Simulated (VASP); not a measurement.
Crystal: CoO.

```
Co O
1.0
    -1.50800    1.50800    2.10725
     1.50800   -1.50800    2.10725
     3.01600    3.01600   -4.21450
Co O
2 2
Direct
  0.00000 0.00000 0.00000
  0.00000 0.00000 0.50000
  0.50000 0.50000 0.00000
  0.50000 0.50000 0.50000
```

Base run:

```yaml
Program: VASP 6.6.1
Functional: LDA
Potentials_or_basis: VASP PAW LDA potentials, release 64 (Co, O)
Cutoff: 520 eV
k_mesh: 8 × 8 × 8
Occupations: gaussian, width 0.05 eV
Spin: collinear spin, antiferromagnetic start
Starting_moments: "[2.0, -2.0, 0.0, 0.0] μB"
Hubbard_terms: Co d U = 3 eV
```

Its results: band gap on the k mesh none (metal or under the smearing width); pressure -13.1 GPa; net moment 0.00 μB per cell; site moments Co +2.62, -2.62; O +0.14, -0.14 μB.

Task: The run is repeated on the same cell with these changes: hubbard terms from Co d U = 3 eV to Co d U = 7 eV; further incar settings from ALGO = Fast; EDIFF = 1e-07; NBANDS = 27 to ALGO = Normal; EDIFF = 1e-06. What comes out?

Result: Band gap on the k mesh 1.65 eV; pressure -12.3 GPa; net moment 0.00 μB per cell; site moments Co +2.84, -2.84; O +0.08, -0.08 μB.

A k mesh can miss the band edges.

Not every run made on this cell is shown here.
